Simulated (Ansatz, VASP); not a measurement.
# PbSe (Clausthalite): VASP beside Ansatz

Contents of INCAR:

```
PREC = Accurate ; ENCUT = 520
EDIFF = 1E-6 ; ISMEAR = 0
SIGMA = 0.1 ; LREAL = F
LASPH = T ; NELM = 100
ALGO = Normal ; ISIF = 2
LWAVE = F ; LCHARG = T
GGA = PS ; LELF = T
LVHAR = T ; NBANDS = 17
```

KPOINTS

```
regular mesh
0
Gamma
  6 6 6
```

POSCAR

```
PbSe
1.0
    0.0000000000      3.0606500000      3.0606500000
    3.0606500000      0.0000000000      3.0606500000
    3.0606500000      3.0606500000      0.0000000000
Pb Se
1 1
Direct
    0.0000000000      0.0000000000      0.0000000000
    0.5000000000      0.5000000000      0.5000000000
```

Input for Ansatz:

```yaml
crystal:
  lattice:
    - [0.0, 3.06065, 3.06065]
    - [3.06065, 0.0, 3.06065]
    - [3.06065, 3.06065, 0.0]
  atoms:
    - { symbol: Pb, position: [0.0, 0.0, 0.0] }
    - { symbol: Se, position: [0.5, 0.5, 0.5] }
basis:
  ecutwfc: 420
kpoints:
  mp_grid: { grid: [6, 6, 6] }
hamiltonian:
  xc: pbesol
scf:
  occupations: { method: gaussian, width: 0.1 }
output:
  forces: true
  stress: true
  eigenvalues: true
```

Alike in both runs: task single point; functional PBEsol; k mesh 6 × 6 × 6; occupations gaussian, width 0.1 eV; no spin polarisation.

|  | VASP | Ansatz |
| --- | --- | --- |
| version | VASP 6.6.1 | Ansatz 0.2.0 |
| potentials or method | VASP PAW PBE potentials, release 64 (Pb_d, Se) | scalar-relativistic, plane waves, PAW |
| plane-wave cutoff (eV) | 520 | 420 |
| valence electrons in the cell | 20 | 30 |

|  | VASP | Ansatz | Ansatz less VASP |
| --- | --- | --- | --- |
| gap on the k mesh at the Fermi level (eV) | 0.20 | 0.20 | -0.003 |
| least direct gap on the mesh (eV) | 0.20 | 0.20 | -0.003 |
| pressure (GPa) | -0.6 | -0.6 | +0.01 |

The two sets of potentials don't hold the same shells in valence.

Caveats: the PAW data sets were made with another functional, which shifts forces and pressure a little (VASP); spin-orbit coupling is left out, which as a rule narrows the gap of such compounds by several tenths of an eV.
